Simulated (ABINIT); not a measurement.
The system is Ge.

```
CELL_PARAMETERS angstrom
0.00000 2.82891 2.82891
2.82891 0.00000 2.82891
2.82891 2.82891 0.00000
ATOMIC_POSITIONS crystal
Ge 0.75000 0.75000 0.75000
Ge 0.50000 0.50000 0.50000
```

```yaml
Program: ABINIT 10.8.3 (patched build)
Task: relaxation of cell and atoms
Functional: PBE
Potentials_or_basis: Ansatz NC PBE
Cutoff: 1061 eV
k_mesh: 6 × 6 × 6
Occupations: fermi-dirac, width 0.05 eV
Spin: no spin polarisation
```

At the start: pressure 3.8 GPa; volume 22.64 Å³/atom.

How do energy, volume and symmetry change on relaxing?

Over 4 steps the energy falls by 15.1 meV/atom and the volume is 23.98 Å³/atom (+5.9 %); space group Fd-3m (No. 227, to 0.05 Å).

Step by step:
| step | energy change (eV) | largest force (eV/Å) | pressure (GPa) | volume (Å³) |
| --- | --- | --- | --- | --- |
| 1 | 0.0000 | 0.0000 | 3.76 | 45.28 |
| 2 | -0.0110 | 0.0000 | 2.97 | 45.80 |
| 3 | -0.0303 | 0.0000 | 0.03 | 47.94 |
| 4 | -0.0303 | 0.0000 | 0.00 | 47.96 |

Final structure:
```cif
data_structure
_symmetry_space_group_name_H-M 'P 1'
_symmetry_Int_Tables_number 1
_cell_length_a 4.0782
_cell_length_b 4.0782
_cell_length_c 4.0782
_cell_angle_alpha 60.000
_cell_angle_beta 60.000
_cell_angle_gamma 60.000
_cell_volume 47.96
loop_
_atom_site_label
_atom_site_type_symbol
_atom_site_fract_x
_atom_site_fract_y
_atom_site_fract_z
_atom_site_occupancy
Ge1 Ge 0.75000 0.75000 0.75000 1
Ge2 Ge 0.50000 0.50000 0.50000 1
```

The cell as given is a measured one (22.64 Å³/atom); PBE puts the equilibrium volume +5.9 % from it, thermal expansion not counted.
